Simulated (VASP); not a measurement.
# BN (pbesol): single point with PBEsol

Crystal: BN (pbesol).

```xyz
4
Lattice="2.5047 0.0000 0.0000 -1.2524 2.1691 0.0000 0.0000 0.0000 7.2381" Properties=species:S:1:pos:R:3 pbc="T T T"
B     0.0000    1.4461    1.8095
B     1.2524    0.7230    5.4286
N     0.0000    1.4461    5.4286
N     1.2524    0.7230    1.8095
```

- Program: VASP 6.6.1
- Task: single point
- Functional: PBEsol
- Potentials or basis: VASP PAW PBE potentials, release 64 (B, N)
- Cutoff: 520 eV
- k mesh: 12 × 12 × 4
- Occupations: gaussian, width 0.02 eV
- Spin: no spin polarisation

```
Pressure               : 0.1 GPa
Band gap on the k mesh : 4.31 eV, indirect (least direct gap 4.60 eV)
```

Stress tensor (GPa, compression positive):
```
 0.29  0.00  0.00
 0.00  0.29  0.00
 0.00  0.00 -0.32
```

Levels at points of the mesh, in eV from the valence-band top:
| k point | band 6 | band 7 | band 8 | band 9 | band 10 | band 11 |
| --- | --- | --- | --- | --- | --- | --- |
| (0.00, 0.00, 0.00) | -1.31 | -1.30 | -1.30 | 4.64 | 9.16 | 11.52 |
| (0.50, 0.00, 0.00) | -4.10 | -1.24 | -0.61 | 4.31 | 5.27 | 9.40 |
| (0.00, 0.00, 0.50) | -1.30 | -1.30 | -1.30 | 6.57 | 6.57 | 11.55 |
| (0.50, 0.00, 0.50) | -4.11 | -0.92 | -0.92 | 4.67 | 4.67 | 9.78 |

It took 18 s on 1 thread of AMD EPYC 9R45 (Zen 5), with other jobs on the host, peak memory 0.13 GiB.

Caveat: the PAW data sets were made with another functional, which shifts forces and pressure a little; this functional lacks dispersion, which binds the layers, so the pressure and a relaxed spacing across them are unreliable. As with any semilocal functional, this PBEsol gap is likely too small.
